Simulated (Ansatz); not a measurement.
# C: the cost of one run

Program: Ansatz 0.2.0. Level of theory: DFT PBE, scalar-relativistic, plane waves, PAW. These are calculated values, not measurements.

A COD entry behind a cell of this session may itself be a prediction, so a difference from it is no test against experiment.

6 further runs of the same task are left out: 6 set aside as unsound or not needed.

## Step 1: The system as given

It takes space group P6_3/mmc (No. 194, hexagonal). The conventional cell has a = 2.518 Å, b = 2.518 Å, c = 8.305 Å, α = 90.00°, β = 90.00°, γ = 120.00°. C (site symmetry 3m) is surrounded by 4 C at 1.54 Å. C (site symmetry 3m) has 4 C at 1.54 to 1.57 Å as nearest neighbours.

Coordinates:

```
C
1.0
     2.51806    0.00000    0.00000
    -1.25903    2.18071    0.00000
     0.00000    0.00000    8.30469
C
8
Direct
  0.00000 0.00000 0.09297
  0.00000 0.00000 0.59297
  0.00000 0.00000 0.40703
  0.00000 0.00000 0.90703
  0.33333 0.66667 0.15553
  0.66667 0.33333 0.65553
  0.33333 0.66667 0.34447
  0.66667 0.33333 0.84447
```

It is the result of an earlier relaxation at this level (volume 5.70 Å³/atom; gap on the mesh: 4.54 eV).

## Step 2: The scan

The energy is mapped over two normal modes frozen in (zone-centre modes of the cell shown).

First coordinate, amplitude of mode 4 (390 cm⁻¹), largest displacement: 11 values from −0.116 Å. Second coordinate, amplitude of mode 5 (390 cm⁻¹), largest displacement: 11 values from −0.116 Å.

Nothing else is relaxed (the cell and all other modes fixed). Energies count from the relaxed high-symmetry cell. Points are written as (first, second).

The modes come from a phonon run on the reference cell, made beforehand.

Displacement patterns for an amplitude of 1 (Å):

| atom | x1 | y1 | z1 | x2 | y2 | z2 |
| --- | --- | --- | --- | --- | --- | --- |
| C1 | 1.000 | 0.000 | 0.000 | 0.000 | 1.000 | 0.000 |
| C2 | -1.000 | 0.000 | 0.000 | 0.000 | -1.000 | 0.000 |
| C3 | -1.000 | 0.000 | 0.000 | 0.000 | -1.000 | 0.000 |
| C4 | 1.000 | 0.000 | 0.000 | 0.000 | 1.000 | 0.000 |
| C5 | 0.819 | 0.000 | 0.000 | 0.000 | 0.819 | 0.000 |
| C6 | -0.819 | 0.000 | 0.000 | 0.000 | -0.819 | 0.000 |
| C7 | -0.819 | 0.000 | 0.000 | 0.000 | -0.819 | 0.000 |
| C8 | 0.819 | 0.000 | 0.000 | 0.000 | 0.819 | 0.000 |

## Step 3: Point (−0.116 Å, −0.093 Å)

File input.yaml:

```yaml
crystal:
  lattice:
    - [2.5180642186, 0.0, 0.0]
    - [-1.2590321093, 2.1807075817, 0.0]
    - [0.0, 0.0, 8.3046919353]
  atoms:
    - { symbol: C, position: [-0.0673446307, -0.0425549949, 0.0929732494] }
    - { symbol: C, position: [0.0673446307, 0.0425549949, 0.5929732494] }
    - { symbol: C, position: [0.0673446307, 0.0425549949, 0.4070267506] }
    - { symbol: C, position: [-0.0673446307, -0.0425549949, 0.9070267506] }
    - { symbol: C, position: [0.2781868487, 0.6318196663, 0.1555299995] }
    - { symbol: C, position: [0.7218131513, 0.3681803337, 0.6555299995] }
    - { symbol: C, position: [0.388479818, 0.7015136671, 0.3444700005] }
    - { symbol: C, position: [0.611520182, 0.2984863329, 0.8444700005] }
basis:
  ecutwfc: 520.0
kpoints:
  mp_grid: { grid: [12, 12, 4] }
hamiltonian:
  xc: pbe
  pseudopotentials: { kind: paw, azcp: { folder: soft_1 } }
scf:
  occupations: { method: gaussian, width: 0.05 }
output:
  forces: true
  stress: true
  eigenvalues: true
```

Command:

```
$ ansatz run input.yaml --threads 2 --pin off --max-ram 4096MiB --backend cpu --events-out ev --progress --plain --runs-dir out
```

**Question.** How long does this run take on 2 threads of Arm Neoverse N1, shared host, and how much memory does it need?

About 29 s, with a peak of 0.56 GiB.
